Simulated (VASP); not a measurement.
# As in VASP: further runs

The runs below take As through single point, with LDA.

Program: VASP 6.6.1. These are calculated values, not measurements. Logs are shortened: lines on timing, memory, paths and dates and some standing lists are left out, and cuts for length are marked.

## (1) Starting point

The cell holds a sheet with vacuum, 2 atoms: a = 3.513 Å, b = 3.513 Å, c = 26.600 Å, α = 90.00°, β = 90.00°, γ = 120.00°.

The cell was built by a generator and needn't be a form met in nature.

## (2) Single point, LDA

Contents of INCAR:

```
SYSTEM = As
PREC     = Accurate       ! precision mode
ENCUT    = 520            ! plane-wave cutoff, eV
EDIFF    = 1E-6           ! SCF threshold, eV
ISMEAR   = 0              ! smearing method
SIGMA    = 0.03           ! smearing width, eV
LREAL    = .False.        ! projectors in reciprocal space
LASPH    = .True.         ! aspherical terms in the spheres
NELM     = 100            ! most SCF steps
ALGO     = Normal         ! electronic algorithm
ISIF     = 2              ! what is computed and relaxed
LWAVE    = .False.        ! write WAVECAR
LCHARG   = .False.        ! write CHGCAR
LDIPOL   = .True.       
IDIPOL   = 3            
DIPOL    = 0.5 0.5 0.289
GGA      = CA             ! functional
NBANDS   = 12             ! bands
```

Contents of KPOINTS:

```
Automatic mesh
0
Gamma
  12 12 1
  0 0 0
```

Contents of POSCAR:

```
As
1.0
    3.5128648828      0.0000000000      0.0000000000
   -1.7564324414      3.0422302286      0.0000000000
    0.0000000000      0.0000000000     26.6000000028
As
2
Direct
    0.3333333333      0.6666666667      0.2634968278
    0.6666666667      0.3333333333      0.3154505406
```

Potentials or basis: VASP PAW LDA potentials, release 64 (As).

The run is started by

```
$ cat potpaw_LDA.64/As/POTCAR > POTCAR
$ mpirun -np 1 vasp_std > vasp.out
```

OUTCAR:

```text
SYSTEM = As
   PREC = Accurate
   ENCUT = 520
   EDIFF = 1E-6
   ISMEAR = 0
   LREAL = .False.
   LASPH = .True.
   NELM = 100
   ISIF = 2
   GGA = CA

 ion  position               nearest neighbor table
   1  0.333  0.667  0.263-   2 2.45   2 2.45   2 2.45
   2  0.667  0.333  0.315-   1 2.45   1 2.45   1 2.45

  LATTYP: Found a hexagonal cell.
 ALAT       =     3.5128648828
 C/A-ratio  =     7.5721671315

  Lattice vectors:

 A1 = (   3.5128648828,   0.0000000000,   0.0000000000)
 A2 = (  -1.7564324414,   3.0422302286,   0.0000000000)
 A3 = (   0.0000000000,   0.0000000000,  26.6000000028)

Analysis of symmetry for initial positions (statically):
=====================================================================
 Subroutine PRICEL returns:
 Original cell was already a primitive cell.

 Routine SETGRP: Setting up the symmetry group for a
 hexagonal supercell.

 Subroutine GETGRP returns: Found 12 space group operations
 (whereof  6 operations were pure point group operations)
 out of a pool of 24 trial point group operations.

The static configuration has the point symmetry C_3v.
 The point group associated with its full space group is D_3d.

Analysis of symmetry for dynamics (positions and initial velocities):
=====================================================================
 Subroutine PRICEL returns:
 Original cell was already a primitive cell.

 Routine SETGRP: Setting up the symmetry group for a
 hexagonal supercell.

 Subroutine GETGRP returns: Found 12 space group operations
 (whereof  6 operations were pure point group operations)
 out of a pool of 24 trial point group operations.

The dynamic configuration has the point symmetry C_3v.
 The point group associated with its full space group is D_3d.

 Subroutine INISYM returns: Found 12 space group operations
 (whereof  6 operations are pure point group operations),
 and found     1 'primitive' translations

----------------------------------------------------------------------------------------

                                     Primitive cell

  volume of cell :     284.2727

  direct lattice vectors                    reciprocal lattice vectors
     3.512864883  0.000000000  0.000000000     0.284667937  0.164353110  0.000000000
    -1.756432441  3.042230229  0.000000000     0.000000000  0.328706220  0.000000000
     0.000000000  0.000000000 26.600000003     0.000000000  0.000000000  0.037593985

  length of vectors
[... 93 lines left out ...]
   IALGO  =     38    algorithm
   IMIX   =      4    mixing-type and parameters
     AMIX     =   0.40;   BMIX     =  1.00
     AMIX_MAG =   1.60;   BMIX_MAG =  1.00
  volume/ion in A,a.u.               =     142.14       959.18
  Fermi-wavevector in a.u.,A,eV,Ry     =   0.536409  1.013667  3.914874  0.287735
  Thomas-Fermi vector in A             =   1.561716
   LORBIT       =      0    0 simple, 1 ext, 2 COOP (PROOUT), +10 PAW based schemes
   GGA     = CA    functional components
   LHFCALC =     F    Hartree Fock is set to
   AEXX    =    0.0000 exact exchange contribution
   IVDW    =     0    specifies the selected vdW correction
   LEPSILON=     F    determine dielectric tensor
   LRPA    =     F    only Hartree local field effects (RPA)
 non-spin polarized calculation
 Gauss-broadening in eV      SIGMA  =   0.03
  energy-cutoff  :      520.00
  volume of cell :      284.27
 maximum number of plane-waves:      7743
 NGX is ok and might be reduce to    28
   NGX = 13   NGY = 13   NGZ = 99

 dipolmoment           0.000000      0.000000     -0.000019 electrons x Angstroem

 number of electron      10.0000000 magnetization

 dipolmoment           0.000000      0.000000      0.000003 electrons x Angstroem

 Free energy of the ion-electron system (eV)
  ---------------------------------------------------
  ext. energy  EPLUGINS =         0.00000000
  ---------------------------------------------------
  free energy    TOTEN  =       -10.46077411 eV

  energy without entropy =      -10.46077411  energy(sigma->0) =      -10.46077411

 E-fermi :  -3.7943     XC(G=0):  -2.0594

 val. band max:       -3.9712751213   @ k =   0.0000   0.0000   0.0000
 cond. band min:      -2.5405387347   @ k =   0.3333   0.0000   0.0000
 fundamental gap:      1.4307363866
 Fermi energy:        -3.7942651151

 k-point     1 :       0.0000    0.0000    0.0000
  band No.  band energies     occupation
      1     -18.0600      2.00000
      2     -11.3749      2.00000
      3      -4.8034      2.00000
      4      -3.9713      2.00000
      5      -3.9713      2.00000
      6      -1.8568      0.00000
      7      -0.3819      0.00000
      8      -0.3819      0.00000
      9       0.9061      0.00000
     10       1.2585      0.00000
     11       1.6742      0.00000
     12       1.9461      0.00000
[... 256 lines left out ...]
 k-point    19 :       0.3333    0.3333    0.0000
  band No.  band energies     occupation
      1     -14.2030      2.00000
      2     -14.2030      2.00000
      3      -8.7972      2.00000
      4      -6.1533      2.00000
      5      -6.1533      2.00000
      6      -2.2461      0.00000
      7       0.5991      0.00000
      8       0.5991      0.00000
      9       4.0023      0.00000
     10       5.1122      0.00000
     11       5.1122      0.00000
     12       5.8842      0.00000

------------------------ aborting loop because EDIFF is reached ----------------------------------------

 vacuum level on the upper side and lower side of the slab       (xc-potential included)        -0.007        -0.007

  FORCE on cell =-STRESS in cart. coord.  units (eV):
  Direction    XX          YY          ZZ          XY          YZ          ZX
  --------------------------------------------------------------------------------------
  -------------------------------------------------------------------------------------
  Total        0.1274186      0.1274186      0.1759978     -0.0000000      0.0000000     -0.0000000
  in kB        0.7181383      0.7181383      0.9919337     -0.0000000      0.0000000     -0.0000000
  external PRESSURE =       0.8094034 kB  Pullay stress =       0.0000000 kB

 VOLUME and BASIS-vectors are now :
 -----------------------------------------------------------------------------
  energy-cutoff  :      520.00
  volume of cell :      284.27
      direct lattice vectors                 reciprocal lattice vectors
     3.512864883  0.000000000  0.000000000     0.284667937  0.164353110  0.000000000
    -1.756432441  3.042230229  0.000000000     0.000000000  0.328706220  0.000000000
     0.000000000  0.000000000 26.600000003     0.000000000  0.000000000  0.037593985

 POSITION                                       TOTAL-FORCE (eV/Angst)
 -----------------------------------------------------------------------------------
     -0.00000      2.02815      7.00902         0.000000     -0.000000     -0.128359
      1.75643      1.01408      8.39098        -0.000000      0.000000      0.128359
 -----------------------------------------------------------------------------------
    total drift:                                0.000000      0.000000      0.000017

  FREE ENERGIE OF THE ION-ELECTRON SYSTEM (eV)
  ---------------------------------------------------
  free  energy   TOTEN  =       -10.4607741070 eV

  energy  without entropy=      -10.4607741070  energy(sigma->0) =      -10.46077411

 vacuum level on the upper side and lower side of the slab         1.518         1.518
```

Wall time 91 s (1 thread of Intel Xeon Platinum 8259CL at 2.50GHz (Skylake/Cascade Lake), shared host); peak memory 0.31 GiB.

Results:

* Free energy: -10.4608 eV
* Largest force: 0.128 eV/Å
* Band gap on the k mesh: 1.43 eV, indirect (least direct gap 2.11 eV)

Forces on the atoms (eV/Å):
```
As   0.000  0.000 -0.128
As   0.000  0.000  0.128
```

Expect the measured gap to be larger: semilocal functionals such as LDA lack the derivative discontinuity.

## (3) Single point, LDA

This run uses another cell than the first one, of 86.42 Å³/atom, 0.608 times its volume.

Contents of INCAR:

```
PREC = Accurate
ENCUT = 520
EDIFF = 1E-7
ISMEAR = 0
SIGMA = 0.03
LREAL = False
LASPH = True
NELM = 100
ALGO = Normal
ISIF = 2
LWAVE = False
LCHARG = False
LDIPOL = True
IDIPOL = 3
DIPOL = 0.5 0.5 0.500
GGA = CA
NBANDS = 12
```

Contents of KPOINTS:

```
Automatic mesh
0
Gamma
  12 12 1
```

Contents of POSCAR:

```
As
1.0
    3.6000000000      0.0000000000      0.0000000000
   -1.8000000000      3.1176914536      0.0000000000
    0.0000000000      0.0000000000     15.4000000000
As
2
Direct
    0.3333330000      0.6666670000      0.4545454545
    0.6666670000      0.3333330000      0.5454545455
```

Potentials or basis: VASP PAW LDA potentials, release 64 (As).

The run is started by

```
$ cat potpaw_LDA.64/As/POTCAR > POTCAR
$ mpirun -np 1 vasp_std > vasp.out
```

OUTCAR:

```text
PREC = Accurate
   ENCUT = 520
   EDIFF = 1E-7
   ISMEAR = 0
   LREAL = False
   LASPH = True
   NELM = 100
   ISIF = 2
   GGA = CA

 ion  position               nearest neighbor table
   1  0.333  0.667  0.455-   2 2.51   2 2.51   2 2.51
   2  0.667  0.333  0.545-   1 2.51   1 2.51   1 2.51

  LATTYP: Found a hexagonal cell.
 ALAT       =     3.6000000000
 C/A-ratio  =     4.2777777778

  Lattice vectors:

 A1 = (   3.6000000000,   0.0000000000,   0.0000000000)
 A2 = (  -1.8000000000,   3.1176914536,   0.0000000000)
 A3 = (   0.0000000000,   0.0000000000,  15.4000000000)

Analysis of symmetry for initial positions (statically):
=====================================================================
 Subroutine PRICEL returns:
 Original cell was already a primitive cell.

 Routine SETGRP: Setting up the symmetry group for a
 hexagonal supercell.

 Subroutine GETGRP returns: Found 12 space group operations
 (whereof 12 operations were pure point group operations)
 out of a pool of 24 trial point group operations.

The static configuration has the point symmetry D_3d.

Analysis of symmetry for dynamics (positions and initial velocities):
=====================================================================
 Subroutine PRICEL returns:
 Original cell was already a primitive cell.

 Routine SETGRP: Setting up the symmetry group for a
 hexagonal supercell.

 Subroutine GETGRP returns: Found 12 space group operations
 (whereof 12 operations were pure point group operations)
 out of a pool of 24 trial point group operations.

The dynamic configuration has the point symmetry D_3d.

 Subroutine INISYM returns: Found 12 space group operations
 (whereof 12 operations are pure point group operations),
 and found     1 'primitive' translations

----------------------------------------------------------------------------------------

                                     Primitive cell

  volume of cell :     172.8448

  direct lattice vectors                    reciprocal lattice vectors
     3.600000000  0.000000000  0.000000000     0.277777778  0.160375075  0.000000000
    -1.800000000  3.117691454  0.000000000     0.000000000  0.320750150  0.000000000
     0.000000000  0.000000000 15.400000000     0.000000000  0.000000000  0.064935065

  length of vectors
     3.600000000  3.600000000 15.400000000     0.320750150  0.320750150  0.064935065

  position of ions in fractional coordinates (direct lattice)
     0.333333000  0.666667000  0.454545454
     0.666667000  0.333333000  0.545454546

  ion indices of the primitive-cell ions
   primitive index   ion index
                 1           1
                 2           2

----------------------------------------------------------------------------------------

 KPOINTS: Automatic mesh

Automatic generation of k-mesh.
 Grid dimensions read from file:
 generate k-points for:   12   12    1

 Generating k-lattice:

  Cartesian coordinates                     Fractional coordinates (reciprocal lattice)
     0.023148148  0.013364590  0.000000000     0.083333333  0.000000000  0.000000000
     0.000000000  0.026729179  0.000000000     0.000000000  0.083333333  0.000000000
     0.000000000  0.000000000  0.064935065     0.000000000  0.000000000  1.000000000

  Length of vectors
     0.026729179  0.026729179  0.064935065

[... 37 lines left out ...]
 SYSTEM =  unknown system
   PREC   = accura    normal or accurate (medium, high low for compatibility)
   ISTART =      0    job   : 0-new  1-cont  2-samecut
   ICHARG =      2    charge: 1-file 2-atom 10-const
   ISPIN  =      1    spin polarized calculation?
   LNONCOLLINEAR =      F non collinear calculations
   LSORBIT =      F    spin-orbit coupling
   LASPH  =      T    aspherical Exc in radial PAW
   ENCUT  =  520.0 eV  38.22 Ry    6.18 a.u.   6.69  6.69 28.63*2*pi/ulx,y,z
   NELM   =    100;   NELMIN=  2; NELMDL= -5     # of ELM steps
   EDIFF  = 0.1E-06   stopping-criterion for ELM
   LREAL  =      F    real-space projection
   EDIFFG = 0.1E-05   stopping-criterion for IOM
   NSW    =      0    number of steps for IOM
   IBRION =     -1    ionic relax: 0-MD 1-quasi-New 2-CG
   NFREE  =      0    steps in history (QN), initial steepest desc. (CG)
   ISIF   =      2    stress and relaxation
   ISYM   =      2    0-nonsym 1-usesym 2-fastsym
   POTIM  = 0.5000    time-step for ionic-motion
   TEBEG  =    0.0;   TEEND  =   0.0 temperature during run
   PSTRESS=    0.0 pullay stress
   NELECT =      10.0000    total number of electrons
   NUPDOWN=      -1.0000    fix difference up-down
   EMIN   =  10.00;   EMAX   =-10.00  energy-range for DOS
   EFERMI =   0.00;   METHOD = LEGACY
   ISMEAR =     0;   SIGMA  =   0.03  broadening in eV -4-tet -1-fermi 0-gaus
   EFERMI_NEDOS =   21; number of points for ismear=-14 and -15
   IALGO  =     38    algorithm
   IMIX   =      4    mixing-type and parameters
     AMIX     =   0.40;   BMIX     =  1.00
     AMIX_MAG =   1.60;   BMIX_MAG =  1.00
  volume/ion in A,a.u.               =      86.42       583.21
  Fermi-wavevector in a.u.,A,eV,Ry     =   0.633173  1.196524  5.454693  0.400909
  Thomas-Fermi vector in A             =   1.696740
   LORBIT       =      0    0 simple, 1 ext, 2 COOP (PROOUT), +10 PAW based schemes
   GGA     = CA    functional components
   LHFCALC =     F    Hartree Fock is set to
   AEXX    =    0.0000 exact exchange contribution
   IVDW    =     0    specifies the selected vdW correction
   LEPSILON=     F    determine dielectric tensor
   LRPA    =     F    only Hartree local field effects (RPA)
 non-spin polarized calculation
 Gauss-broadening in eV      SIGMA  =   0.03
  energy-cutoff  :      520.00
  volume of cell :      172.84
 maximum number of plane-waves:      4685
 NGX is ok and might be reduce to    28
   NGX = 13   NGY = 13   NGZ = 57

 number of electron      10.0000001 magnetization

 dipolmoment           0.000000      0.000000     -0.000000 electrons x Angstroem

 Free energy of the ion-electron system (eV)
  ---------------------------------------------------
  ext. energy  EPLUGINS =         0.00000000
  ---------------------------------------------------
  free energy    TOTEN  =       -10.42984814 eV

  energy without entropy =      -10.42984814  energy(sigma->0) =      -10.42984814

 E-fermi :  -2.9399     XC(G=0):  -3.4648

 val. band max:       -3.0702931824   @ k =   0.0000   0.0000   0.0000
 cond. band min:      -1.5628178919   @ k =   0.3333   0.0000   0.0000
 fundamental gap:      1.5074752906
 Fermi energy:        -2.9399360338

 k-point     1 :       0.0000    0.0000    0.0000
  band No.  band energies     occupation
      1     -16.5920      2.00000
      2     -10.3229      2.00000
      3      -3.6764      2.00000
      4      -3.0703      2.00000
      5      -3.0703      2.00000
      6      -1.2434      0.00000
      7       0.3859      0.00000
      8       0.3860      0.00000
      9       2.0078      0.00000
     10       2.1449      0.00000
     11       3.5849      0.00000
     12       4.5978      0.00000
[... 256 lines left out ...]
 k-point    19 :       0.3333    0.3333    0.0000
  band No.  band energies     occupation
      1     -13.0545      2.00000
      2     -13.0545      2.00000
      3      -7.4636      2.00000
      4      -5.0751      2.00000
      5      -5.0751      2.00000
      6      -1.1813      0.00000
      7       1.3916      0.00000
      8       1.3916      0.00000
      9       4.8988      0.00000
     10       5.7726      0.00000
     11       5.7726      0.00000
     12       6.6077      0.00000

------------------------ aborting loop because EDIFF is reached ----------------------------------------

 vacuum level on the upper side and lower side of the slab       (xc-potential included)        -0.113        -0.113

  FORCE on cell =-STRESS in cart. coord.  units (eV):
  Direction    XX          YY          ZZ          XY          YZ          ZX
  --------------------------------------------------------------------------------------
  -------------------------------------------------------------------------------------
  Total       -1.2333269     -1.2333269     -0.6003579      0.0000000      0.0000000      0.0000000
  in kB      -11.4322689    -11.4322689     -5.5649908      0.0000000      0.0000000      0.0000000
  external PRESSURE =      -9.4765096 kB  Pullay stress =       0.0000000 kB

 VOLUME and BASIS-vectors are now :
 -----------------------------------------------------------------------------
  energy-cutoff  :      520.00
  volume of cell :      172.84
      direct lattice vectors                 reciprocal lattice vectors
     3.600000000  0.000000000  0.000000000     0.277777778  0.160375075  0.000000000
    -1.800000000  3.117691454  0.000000000     0.000000000  0.320750150  0.000000000
     0.000000000  0.000000000 15.400000000     0.000000000  0.000000000  0.064935065

 POSITION                                       TOTAL-FORCE (eV/Angst)
 -----------------------------------------------------------------------------------
     -0.00000      2.07846      7.00000        -0.000000     -0.000000      0.428042
      1.80000      1.03923      8.40000         0.000000      0.000000     -0.428042
 -----------------------------------------------------------------------------------
    total drift:                                0.000000     -0.000000      0.000000

  FREE ENERGIE OF THE ION-ELECTRON SYSTEM (eV)
  ---------------------------------------------------
  free  energy   TOTEN  =       -10.4298481449 eV

  energy  without entropy=      -10.4298481449  energy(sigma->0) =      -10.42984814

 vacuum level on the upper side and lower side of the slab         2.426         2.426
```

stdout:

```text
POSCAR found type information on POSCAR As
 POSCAR found :  1 types and       2 ions
 scaLAPACK will be used
 LDA part: xc-table for (Slater(with rela. corr.)+CA(PZ))
 , standard interpolation
 POSCAR, INCAR and KPOINTS ok, starting setup
 FFT: planning ... GRIDC
 FFT: planning ... GRID_SOFT
 FFT: planning ... GRID
 WAVECAR not read
 entering main loop
```

It took 42 s on 1 thread of Intel Xeon Platinum 8259CL at 2.50GHz (Skylake/Cascade Lake), shared host; peak memory 0.22 GiB.

Results:

| Item | Value |
| --- | --- |
| Free energy | -10.4298 eV |
| Largest force | 0.428 eV/Å |
| Band gap on the k mesh | 1.51 eV, indirect (least direct gap 1.83 eV) |

Forces on the atoms (eV/Å):
```
As   0.000  0.000  0.428
As   0.000  0.000 -0.428
```

Levels at points of the mesh, in eV from the valence-band top:
| k point | band 2 | band 3 | band 4 | band 5 | band 6 | band 7 | band 8 | band 9 |
| --- | --- | --- | --- | --- | --- | --- | --- | --- |
| (0.00, 0.00, 0.00) | -7.25 | -0.61 | 0.00 | 0.00 | 1.83 | 3.46 | 3.46 | 5.08 |
| (0.50, 0.00, 0.00) | -9.16 | -3.44 | -1.88 | -1.61 | 1.88 | 3.04 | 4.45 | 6.19 |
